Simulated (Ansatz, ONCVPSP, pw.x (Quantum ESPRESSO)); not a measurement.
What a changed setting does to a pw.x run (sc Te)

Potential: optimised norm-conserving Vanderbilt (ONCV), ONCVPSP 4.0.1, PBE; core [Kr] 4d10, reference 5s2 5p2; waves: 5s: rc 1.85 bohr, ncon 4, nbas 7, qcut 2.8 1/bohr, 2 projectors, debl 0.25 Ha; 5p: rc 2.05 bohr, ncon 5, nbas 8, qcut 4.4 1/bohr, 2 projectors, debl 1.1 Ha; d scattering state at 0.08 Ha: rc 2.25 bohr, ncon 4, nbas 7, qcut 5 1/bohr, 2 projectors, debl 1.7 Ha; local part: polynomial inside 1.85 bohr (lpopt 5, dvloc0 4 Ha); core correction: polynomial model core, fcfact 0.3. In the s channel the program set the typed energies aside and used -1.202, 0.250 Ha. In the d channel the program set the typed energies aside and used 0.050, 1.750 Ha.

The reference run (k-mesh 10³, cutoffs 85/340 Ry, Fermi–Dirac 0.01 Ry, mixing_beta 0.4, conv_thr 1e-9, no spin) gives -0.27 GPa at 32.928 Å³/atom, where all-electron LAPW gives -0.11 GPa. This run, with its own iteration cap, changes k-mesh shift to 1.

```
&control
  calculation='scf', prefix='x', pseudo_dir='./', outdir='./tmp', tstress=.true., disk_io='none'
/
&system
  ibrav=0, nat=1, ntyp=1, ecutwfc=85, ecutrho=340, nbnd=10,
  occupations='smearing', smearing='fd', degauss=0.01
/
&electrons
  conv_thr=1e-09, mixing_beta=0.4, electron_maxstep=50
/
ATOMIC_SPECIES
Te 1.0 Te.UPF
CELL_PARAMETERS angstrom
  3.20519988 0.00000000 0.00000000
  0.00000000 3.20519988 0.00000000
  0.00000000 0.00000000 3.20519988
ATOMIC_POSITIONS crystal
Te 0.0000 0.0000 0.0000
K_POINTS automatic
10 10 10 1 1 1
```

```bash
pw.x < Te.scf.in > Te.scf.out
```

How does the run end?

It converges in 10 iterations; the free energy moves by +5.2 meV/atom and the pressure by -0.01 GPa.

```
Message from routine setup:
     using ibrav=0 with symmetry is DISCOURAGED, use correct ibrav instead
     lattice parameter (alat)  =       6.0569  a.u.
     unit-cell volume          =     222.2092 (a.u.)^3
     number of electrons       =         6.00
     number of Kohn-Sham states=           10
     kinetic-energy cutoff     =      85.0000  Ry
     charge density cutoff     =     340.0000  Ry
     scf convergence threshold =      1.0E-09
     Exchange-correlation= PBE
     number of k points=    35  Fermi-Dirac smearing, width (Ry)=  0.0100
     iteration #  1     ecut=    85.00 Ry     beta= 0.40
     total energy              =     -22.29219653 Ry
     estimated scf accuracy    <       0.24449307 Ry
     iteration #  2     ecut=    85.00 Ry     beta= 0.40
     total energy              =     -22.26644423 Ry
     estimated scf accuracy    <       0.05827835 Ry
     iteration #  3     ecut=    85.00 Ry     beta= 0.40
     total energy              =     -22.27439915 Ry
     estimated scf accuracy    <       0.00025134 Ry
     [... 4 iterations left out ...]
     iteration #  8     ecut=    85.00 Ry     beta= 0.40
     total energy              =     -22.27454604 Ry
     estimated scf accuracy    <       0.00000002 Ry
     iteration #  9     ecut=    85.00 Ry     beta= 0.40
     total energy              =     -22.27454604 Ry
     estimated scf accuracy    <          1.7E-09 Ry
     iteration # 10     ecut=    85.00 Ry     beta= 0.40
     the Fermi energy is     6.4818 ev
!    total energy              =     -22.27454605 Ry
     estimated scf accuracy    <          2.1E-10 Ry
     smearing contrib. (-TS)   =      -0.00261318 Ry
     The total energy is F=E-TS. E is the sum of the following terms:
     one-electron contribution =       3.80556498 Ry
     hartree contribution      =       0.89572659 Ry
     xc contribution           =     -10.10950422 Ry
     ewald contribution        =     -16.86372021 Ry
     convergence has been achieved in  10 iterations
          total   stress  (Ry/bohr**3)                   (kbar)     P=       -2.76
     Message from routine punch:
     Nothing written, as per user request (disk_io='none')
```

The run took about 13 s on one core of a shared host (Intel(R) Xeon(R) Platinum 8259CL CPU @ 2.50GHz, 96 threads, 755 GiB, load 26).
